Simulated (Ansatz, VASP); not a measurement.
## Cu in VASP and in Ansatz

```
Cu
1.0
     0.00000    1.80849    1.80849
     1.80849    0.00000    1.80849
     1.80849    1.80849    0.00000
Cu
1
Cartesian
  0.0000 0.0000 0.0000
```

Alike in both runs: task single point; functional PBEsol; k mesh 12 × 12 × 12; occupations fermi-dirac, width 0.06 eV; no spin polarisation.

```csv
,VASP,Ansatz
version,VASP 6.6.1,Ansatz 0.2 development build
potentials or method,"VASP PAW PBE potentials, release 64 (Cu), cutoff 520 eV","all-electron full-potential LAPW, scalar-relativistic"
```

Ansatz gave:

| Quantity | Value |
| --- | --- |
| pressure (GPa) | -6.8 |

Estimate VASP's values.

pressure (GPa): -6.1.

Ansatz ran all-electron here, so the differences hold the error of VASP's frozen core and of both bases.

Caveats: the PAW data sets were made with another functional, which shifts forces and pressure a little (VASP).
